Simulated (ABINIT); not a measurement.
# MoS2: single point with PBEsol

**Measured values to compare with.**

“Multiwavelength excitation Raman Scattering Analysis of bulk and 2 dimensional MoS2: Vibrational properties of atomically thin MoS2 layers”, 2015, arxiv:1506.03228 reports, for a bulk crystal of MoS2 at 300 K: band gap 1.3 eV (indirect).

The system is MoS2.

```
Mo S
1.0
     3.16900    0.00000    0.00000
    -1.58450    2.74443    0.00000
     0.00000    0.00000   12.32400
Mo S
2 4
Direct
  0.66667 0.33333 0.75000
  0.33333 0.66667 0.25000
  0.66667 0.33333 0.37700
  0.33333 0.66667 0.87700
  0.66667 0.33333 0.12300
  0.33333 0.66667 0.62300
```

```yaml
Program: ABINIT 10.8.3 (patched build)
Task: single point
Functional: PBEsol
Potentials_or_basis: JTH PAW PBE v2.0
Cutoff: 544 eV
k_mesh: 6 × 6 × 2
Occupations: fermi-dirac, width 0.05 eV
Spin: no spin polarisation
```

The pressure is -2.7 GPa and the largest force is 0.279 eV/Å. The band gap on the k mesh is 0.85 eV, indirect (least direct gap 1.65 eV) and the valence electrons inside the program's atomic spheres are Mo 11.29; S 3.58, 3.57.

Forces on the atoms (eV/Å):
```
Mo   0.000  0.000  0.000
Mo   0.000  0.000  0.000
S    0.000  0.000 -0.279
S    0.000  0.000 -0.279
S    0.000  0.000  0.279
S    0.000  0.000  0.279
```

Stress tensor (GPa, compression positive):
```
-3.01  0.00  0.00
 0.00 -3.01  0.00
 0.00  0.00 -2.16
```

Levels at points of the mesh, in eV from the valence-band top:
| k point | band 23 | band 24 | band 25 | band 26 | band 27 | band 28 | band 29 | band 30 |
| --- | --- | --- | --- | --- | --- | --- | --- | --- |
| (0.00, 0.00, 0.00) | -2.12 | -1.18 | -1.17 | 0.00 | 2.10 | 2.11 | 2.13 | 2.17 |
| (0.50, 0.00, 0.00) | -1.72 | -1.51 | -1.43 | -1.30 | 1.60 | 1.65 | 1.99 | 2.26 |
| (0.00, 0.00, 0.50) | -2.14 | -2.14 | -0.27 | -0.27 | 2.11 | 2.11 | 2.11 | 2.16 |
| (0.50, 0.00, 0.50) | -1.62 | -1.62 | -1.36 | -1.36 | 1.62 | 1.62 | 2.14 | 2.14 |

It took 81 s on 1 thread of Arm Neoverse V1, on a shared host, peak memory 0.17 GiB.

Measured gap of MoS2: 1.3 eV (indirect; 300 K; “Multiwavelength excitation Raman Scattering Analysis of bulk and 2 dimensional MoS2: Vibrational properties of atomically thin MoS2 layers”, 2015, arxiv:1506.03228). This calculation gives 0.85 eV (-0.45 eV). Spin-orbit coupling on Mo is left out. The value is that of PBEsol on a finite k mesh, which can miss the band edges, without temperature or zero-point motion. Semilocal functionals fall short of measured gaps as a rule.

Caveat: the PAW data sets were made with another functional, which shifts forces and pressure a little; this functional lacks dispersion, which binds the layers, so the pressure and a relaxed spacing across them are unreliable.
